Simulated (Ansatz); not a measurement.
**AlGaAs2: the cell at several levels of theory**

How does the equilibrium cell of AlGaAs2, ordered on the zincblende lattice (I-42d) with 8 atoms a cell depend on the functional? It is relaxed with PBE and r2SCAN. This is a trial cell built on a prototype, not taken from a measured structure, and it needn't be the compound's ground state.

The runs shown are made with Ansatz 0.2.0. PAW datasets, plane waves, zero pressure. Values at 0 K without nuclear motion; spin polarisation is off, and the phase may be a hypothetical one.

## 1. The structure to begin with

This is the cell as the run starts from it, not yet at rest; its lengths are not the crystal's.

It is tetragonal, I-42d (No. 122); conventional cell a = 5.456 Å, c = 10.913 Å, 20.31 Å³ an atom. Al has 4 As at 2.36 Å; As has 2 Al at 2.36 Å and 2 Ga at 2.36 Å; Ga has 4 As at 2.36 Å.

Structure file:

```
Al As Ga
1.0
    -2.72821    2.72821    5.45642
     2.72821   -2.72821    5.45642
     2.72821    2.72821   -5.45642
Al As Ga
2 4 2
Direct
  0.00000 0.00000 0.00000
  0.75000 0.25000 0.50000
  0.37500 0.37500 0.50000
  0.12500 0.62500 0.00000
  0.87500 0.87500 0.50000
  0.62500 0.12500 0.00000
  0.50000 0.50000 0.00000
  0.25000 0.75000 0.50000
```

## 2. Relaxing with PBE

Contents of input.yaml:

```yaml
crystal:
  lattice:
    - [-2.728210962, 2.728210962, 5.4564219241]
    - [2.728210962, -2.728210962, 5.4564219241]
    - [2.728210962, 2.728210962, -5.4564219241]
  atoms:
    - { symbol: Al, position: [0.0, 0.0, 0.0] }
    - { symbol: As, position: [0.375, 0.375, 0.5] }
    - { symbol: Al, position: [0.75, 0.25, 0.5] }
    - { symbol: As, position: [0.125, 0.625, 0.0] }
    - { symbol: Ga, position: [0.5, 0.5, 0.0] }
    - { symbol: As, position: [0.875, 0.875, 0.5] }
    - { symbol: Ga, position: [0.25, 0.75, 0.5] }
    - { symbol: As, position: [0.625, 0.125, 0.0] }
kpoints:
  mp_grid: { grid: [6, 6, 6] }
hamiltonian:
  xc: pbe
scf:
  occupations: { method: fermi_dirac, width: 0.02 }
relax:
  f_tol: 0.005
  cell: {}
```

The run is started by

```bash
> ansatz run input.yaml --threads 4 --pin off --max-ram 6451MiB --backend cpu --events-out ev --progress --plain --runs-dir out
```

Further steps of the session: Relaxing with r2SCAN.

**Question.** What will these runs give? Wanted: for each run, a; c; volume; space group; SCF geometries.

The runs gave:

| level | a (Å) | c (Å) | volume (Å³/atom) | space group | SCF geometries |
| --- | --- | --- | --- | --- | --- |
| PBE | 5.736 | 11.479 | 23.605 | I-42d | 7 |
| r2SCAN | 5.673 | 11.350 | 22.827 | I-42d | 4 |

**Reading.** The first relaxation changed the volume by +16.2 % from the start. The volume runs from r2SCAN (least) to PBE (most), a spread of 3.4 %, or 1.1 % in length if all axes shared it alike.
